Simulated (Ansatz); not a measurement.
## How far is PAW off for Ru?

```
CELL_PARAMETERS angstrom
2.70580 -0.02706 0.00000
-1.37633 2.35682 0.00000
0.00000 0.00000 4.28190
ATOMIC_POSITIONS crystal
Ru 0.33333 0.66667 0.25000
Ru 0.66667 0.33333 0.75000
```

Atoms are numbered in the order listed.

The cell is COD entry 9017842, as deposited and not checked against the literature; nothing was relaxed. The listed cell was then made from it by scaling, straining or moving an atom.

All numbers are computed: DFT, PBE, PAW with Ansatz's default frozen-core files, scalar-relativistic (Ansatz 0.2.0); DFT, PBE, all-electron PAW with datasets made for the crystal, scalar-relativistic (Ansatz 0.2.0); DFT, PBE, all-electron LAPW, scalar-relativistic (Ansatz 0.2.0).

For PAW: a Γ-centred 14×14×8 k mesh, Fermi–Dirac smearing of 0.03 eV, cutoff 420 eV, no spin polarisation. The crystal-made all-electron datasets (AE datasets) take a cutoff of 320 eV at this cell. LAPW targets a basis error of 0.5 meV/atom. The Ansatz runs share mesh, smearing and spin set-up. Plane-wave (PAW) pressures include the program's estimate of the Pulay term.

Stress and pressure are positive in compression.

The change that made this cell: xy engineering shear strain of -2 %.

Spin–orbit coupling is left out, which moves gradients at and beside heavy atoms by some per cent and at worst by a factor of two.

In a metal, gradients converge slowly with the k mesh: the values move by tens of per cent from one mesh to another, at times in sign, so only the comparison on one mesh counts.

```json
{"quantity": "pressure (GPa)", "PAW": "4.69", "AE datasets": "4.62", "LAPW": "4.62"}
{"quantity": "stress xx (GPa)", "PAW": "5.28", "AE datasets": "5.22", "LAPW": "5.22"}
{"quantity": "stress yy (GPa)", "PAW": "5.25", "AE datasets": "5.19", "LAPW": "5.19"}
{"quantity": "stress zz (GPa)", "PAW": "?", "AE datasets": "3.46", "LAPW": "3.46"}
{"quantity": "stress xy (GPa)", "PAW": "4.01", "AE datasets": "4.01", "LAPW": "4.01"}
{"quantity": "force on Ru1, x (eV/Å)", "PAW": "0.088", "AE datasets": "0.088", "LAPW": "0.088"}
{"quantity": "largest principal field gradient Vzz at Ru1 (10²¹ V/m²)", "PAW": "-0.92", "AE datasets": "?", "LAPW": "–"}
```

(1) Fill in "AE datasets" for the row "largest principal field gradient Vzz at Ru1 (10²¹ V/m²)".

(2) What belongs in the row "stress zz (GPa)", column "PAW"?

Answers

(1) -1.04.

(2) 3.54.
